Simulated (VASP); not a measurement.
Write the native input for VASP 6.6.1 that does the following.

```
Task                    : density of states
Functional              : PBE
Potentials or basis     : VASP PAW PBE potentials, release 64 (Mo_sv, Se)
Cutoff                  : 520 eV
k mesh                  : 9 × 9 × 2
Occupations             : gaussian, width 0.03 eV
Spin                    : no spin polarisation
k mesh for the DOS      : 14 × 14 × 3
Occupations for the DOS : tetrahedron
Further INCAR settings  : ALGO = Fast; EDIFF = 1e-06; NBANDS = 35
```

The system is MoSe2.

```
CELL_PARAMETERS angstrom
3.27866 0.00000 0.00000
-1.63933 2.83941 0.00000
0.00000 0.00000 12.72501
ATOMIC_POSITIONS crystal
Mo 0.33333 0.66667 0.25000
Mo 0.66667 0.33333 0.75000
Se 0.33333 0.66667 0.61833
Se 0.66667 0.33333 0.11833
Se 0.33333 0.66667 0.88167
Se 0.66667 0.33333 0.38167
```

The input as run:

POSCAR

```
MoSe2                                   
1.0
    3.2786626285      0.0000000000      0.0000000000
   -1.6393313142      2.8394051267      0.0000000000
    0.0000000000      0.0000000000     12.7250115930
  Mo              Se            
     2     4
Direct
     0.3333333332999970    0.6666666667000030    0.2500000000000000
     0.6666666667000030    0.3333333332999970    0.7500000000000000
     0.3333333332999970    0.6666666667000030    0.6183309793776672
     0.6666666667000030    0.3333333332999970    0.1183309793776672
     0.3333333332999970    0.6666666667000030    0.8816690206223328
     0.6666666667000030    0.3333333332999970    0.3816690206223328
```

INCAR.step1

```
ALGO = Fast ; EDIFF = 1E-6
ENCUT = 520 ; GGA = PE
ISIF = 2 ; ISMEAR = 0
KPAR = 4 ; LASPH = T
LCHARG = T ; LMAXMIX = 4
LREAL = F ; LWAVE = F
NBANDS = 35 ; NELM = 80
PREC = Accurate ; SIGMA = 0.03
```

KPOINTS.step1

```
k-points
0
Gamma
  9 9 2
```

INCAR.step2

```
ALGO = Fast ; EDIFF = 1E-6
ENCUT = 520 ; GGA = PE
ICHARG = 11 ; ISIF = 2
ISMEAR = -5 ; KPAR = 4
LASPH = T ; LCHARG = F
LMAXMIX = 4 ; LORBIT = 11
LREAL = F ; LWAVE = F
NBANDS = 35 ; NEDOS = 1001
NELM = 80 ; PREC = Accurate
SIGMA = 0.03
```

KPOINTS.step2

```
k-points
0
Gamma
  14 14 3
```

Potentials or basis: VASP PAW PBE potentials, release 64 (Mo_sv, Se).

Run with:

```sh
$ cat potpaw_PBE.64/Mo_sv/POTCAR potpaw_PBE.64/Se/POTCAR > POTCAR
$ cp INCAR.step1 INCAR
$ cp KPOINTS.step1 KPOINTS
$ mpirun -np 4 vasp_std > vasp.out
$ cp INCAR.step2 INCAR
$ cp KPOINTS.step2 KPOINTS
$ mpirun -np 4 vasp_std > vasp.out
```

Results of the run:

```json
{
 "Valence electrons inside the program's atomic spheres": "Mo 12.41; Se 3.88"
}
```

Run time: 43 s on 4 MPI ranks on Intel(R) Xeon(R) Platinum 8488C (Sapphire Rapids) (shared host), peak memory 0.3 GiB a rank.
